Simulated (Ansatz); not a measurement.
Fluorite SrF2

Computed with dielectric-dependent PBEsol hybrid (plane waves, PAW; Ansatz, an electronic-structure program).

Numerical settings: plane-wave cutoff 460 eV, 8×8×8 k mesh, Fermi–Dirac smearing 0.01 eV, scalar-relativistic PAW data made under PBE.

Cell (relaxed with PBEsol):

```
SrF2
1.0
    0.00000     2.87922     2.87922
    2.87922     0.00000     2.87922
    2.87922     2.87922     0.00000
Sr F
1 2
Cartesian
  0.00000   0.00000   0.00000
  4.31884   4.31884   4.31884
  1.43961   1.43961   1.43961
```

- band gap: 11.95 eV (on the SCF k mesh)
- smallest direct gap on the k points sampled: 12.04 eV

Measured, for comparison: band gap 11.1 eV (temperature not stated, no zero-point or thermal correction; as tabulated in Aguado et al. (1999), arXiv:cond-mat/9901145).

Note: cell and atoms aren't relaxed at this level (pressure -1.6 GPa).

Spin–orbit coupling is not included.
